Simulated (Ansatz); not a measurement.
# KCl (Sylvite) in Ansatz: the effect of functional

The system is KCl (Sylvite).

```xyz
2
Lattice="0.0000 3.1254 3.1254 3.1254 0.0000 3.1254 3.1254 3.1254 0.0000" Properties=species:S:1:pos:R:3 pbc="T T T"
K     0.0000    0.0000    0.0000
Cl    3.1254    3.1254    3.1254
```

The cell isn't the ideal one: volume scaled by 0.98.

Alike in all runs:

```yaml
Program: Ansatz 0.2.0
Task: single point
Potentials_or_basis: Ansatz PAW
k_mesh: 7 × 7 × 7
Occupations: fermi-dirac, width 0.05 eV
Spin: no spin polarisation
```

```tsv
functional	cutoff	gap on the mesh (eV)	pressure (GPa)
LDA	420 eV (not typed: the program's choice for these potentials)	?	?
PBEsol	420 eV (not typed: the program's choice for these potentials)	5.09	-0.1
r2SCAN	500 eV (not typed: the program's choice for these potentials)	5.90	0.4
```

What does the run with functional LDA give?

gap on the mesh 4.81 eV; pressure -1.7 GPa.

Caveats: odd divisions of the mesh miss points on the zone boundary, where band edges often lie, so the gap on the mesh can be too wide; the PAW data sets come from PBE, with cores solved anew for the run's functional, which leaves a small shift of forces and pressure.

A k mesh can miss the band edges.

Runs at the PBE level aren't shown here.
